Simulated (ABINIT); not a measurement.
BN:

```xyz
2
Lattice="0.0000 1.8130 1.8130 1.8130 0.0000 1.8130 1.8130 1.8130 0.0000" Properties=species:S:1:pos:R:3 pbc="T T T"
N     0.9065    0.9065    0.9065
B     0.0000    0.0000    0.0000
```

The cell is a database's computed one.

Base run:

| Item | Value |
| --- | --- |
| Program | ABINIT 10.8.3 (patched build) |
| Functional | PBEsol |
| Potentials or basis | JTH PAW PBE v2.0 |
| Cutoff | 707 eV |
| k mesh | 10 × 10 × 10 |
| Occupations | fermi-dirac, width 0.05 eV |
| Spin | no spin polarisation |

Its results: band gap on the k mesh 4.26 eV, indirect (least direct gap 8.70 eV); pressure -6.1 GPa.

Task: After a change of settings the same cell gave: band gap on the k mesh 4.44 eV, indirect (least direct gap 8.76 eV); pressure -0.4 GPa. Which change was it?
A. functional from PBEsol to PW91; k mesh from 10 × 10 × 10 to 13 × 13 × 13
B. k mesh from 10 × 10 × 10 to 8 × 8 × 8
C. functional from PBEsol to PBE
D. functional from PBEsol to HCTH407; k mesh from 10 × 10 × 10 to 13 × 13 × 13

Result: C.

PBE binds less tightly than PBEsol, so the same cell stands under more pressure.

Caveats: the PAW data sets were made with another functional, which shifts forces and pressure a little (some runs).

Not every run made on this cell is shown here.
